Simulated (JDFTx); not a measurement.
Sn:

```
CELL_PARAMETERS angstrom
0.00000 3.23334 3.23334
3.23334 0.00000 3.23334
3.23334 3.23334 0.00000
ATOMIC_POSITIONS crystal
Sn 0.75000 0.75000 0.75000
Sn 0.50000 0.50000 0.50000
```

This isn't the form of Sn at room conditions, which is tetragonal (white tin).

```yaml
Program: JDFTx 1.7.0 (patched build)
Task: single point
Functional: PBEsol
Potentials_or_basis: PseudoDojo-SR-PBEsol-0.4.1-standard with smoothed tails
Cutoff: 980 eV
Density_cutoff: 7837 eV
k_mesh: 7 × 7 × 7
Occupations: fermi-dirac, width 0.05 eV
Spin: no spin polarisation
```

On this cell: pressure 1.7 GPa; largest force zero by symmetry; band gap on the k mesh none (metal or under the smearing width).

The same run follows on a disturbed copy (atoms moved at random, drawn with an rms of 0.05 Å):

```xyz
2
Lattice="0.0000 3.2333 3.2333 3.2333 0.0000 3.2333 3.2333 3.2333 0.0000" Properties=species:S:1:pos:R:3 pbc="T T T"
Sn    4.9199    4.8950    4.8835
Sn    3.2625    3.2161    3.2452
```

**Question.** What does the disturbed cell give?

**Answer.** The energy (extrapolated to zero smearing) moves by +11.5 meV/atom; pressure 1.8 GPa; largest force 0.561 eV/Å; band gap on the k mesh none (metal or under the smearing width).

Forces on the atoms (eV/Å):
```
Sn  -0.292 -0.465 -0.118
Sn   0.292  0.465  0.118
```

Stress tensor (GPa, compression positive):
```
 1.80 -0.42 -1.45
-0.42  1.75 -0.92
-1.45 -0.92  1.83
```
